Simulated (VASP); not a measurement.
# HgSe in VASP 6.6.1, single-point calculation

INCAR

```
PREC = Accurate
ISMEAR = -1
NBANDS = 16
SIGMA = 0.02
LWAVE = .FALSE.
IMIX = 1
ENCUT = 520
LCHARG = .FALSE.
GGA = PE
AMIX = 3
LREAL = .FALSE.
EDIFF = 1E-7
ISIF = 2
IBRION = -1
BMIX = 0.0001
NELM = 59
LASPH = .TRUE.
NSW = 0
```

KPOINTS

```
KPOINTS created by Atomic Simulation Environment
0
Gamma
8 8 8
0 0 0
```

POSCAR

```
Hg Se
 1.0000000000000000
    -0.0000000000000000    3.0926650950901058    3.0926650950901058
     3.0926650950901058    0.0000000000000000    3.0926650950901058
     3.0926650950901058    3.0926650950901058    0.0000000000000000
 Hg  Se
   1   1
Cartesian
  0.0000000000000000  0.0000000000000000 -0.0000000000000000
  1.5463325475450529  1.5463325475450529  1.5463325475450529
```

The recommended PBE PAW datasets give the neutral cell 18 valence electrons.

Command

```
mpirun -np 1 vasp_std
```

Task: How does this run end, and what does it give?

Result: VASP stopped with an error.

OSZICAR

```
N       E                     dE             d eps       ncg     rms          rms(c)
DAV:   1     0.109985026491E+03    0.10999E+03   -0.84023E+03   928   0.990E+02
DAV:   2    -0.269195132055E+00   -0.11025E+03   -0.10220E+03  1104   0.239E+02
DAV:   3    -0.436247351069E+01   -0.40933E+01   -0.40825E+01  1096   0.468E+01
DAV:   4    -0.437936282030E+01   -0.16889E-01   -0.16888E-01  1216   0.316E+00
DAV:   5    -0.437945501413E+01   -0.92194E-04   -0.92193E-04  1136   0.206E-01    0.710E+00
DAV:   6    -0.175956369496E+02   -0.13216E+02   -0.42748E+01  1256   0.927E+01    0.220E+01
DAV:   7    -0.707523830531E+03   -0.68993E+03   -0.43133E+03  1648   0.379E+02    0.223E+02
DAV:   8    -0.166972935213E+05   -0.15990E+05   -0.96929E+04  1728   0.152E+03    0.340E+03
DAV:   9    -0.972203395804E+05   -0.80523E+05   -0.22272E+05  1600   0.330E+03    0.101E+04
DAV:  10    -0.459889031880E+06   -0.36267E+06   -0.61582E+05  1856   0.740E+03    0.230E+04
```

Standard output (part)

```
POSCAR found type information on POSCAR HgSe
 POSCAR found :  2 types and       2 ions
 LDA part: xc-table for (Slater+PW92), standard interpolation
 POSCAR, INCAR and KPOINTS ok, starting setup
 WAVECAR not read
 entering main loop
|     EEEEEEE  RRRRRR   RRRRRR   OOOOOOO  RRRRRR      ###     ###     ###     |
|     E        R     R  R     R  O     O  R     R     ###     ###     ###     |
|     E        R     R  R     R  O     O  R     R     ###     ###     ###     |
|     EEEEE    RRRRRR   RRRRRR   O     O  RRRRRR       #       #       #      |
|     E        R    R   R    R   O     O  R    R      ###     ###     ###     |
|     EEEEEEE  R     R  R     R  OOOOOOO  R     R     ###     ###     ###     |
|     ERROR FEXCP: supplied Exchange-correletion table                        |
|      is too small, maximal index : 9026                                     |
|       ---->  I REFUSE TO CONTINUE WITH THIS SICK JOB ... BYE!!! <----       |
```

The fault: mixing far too strong.
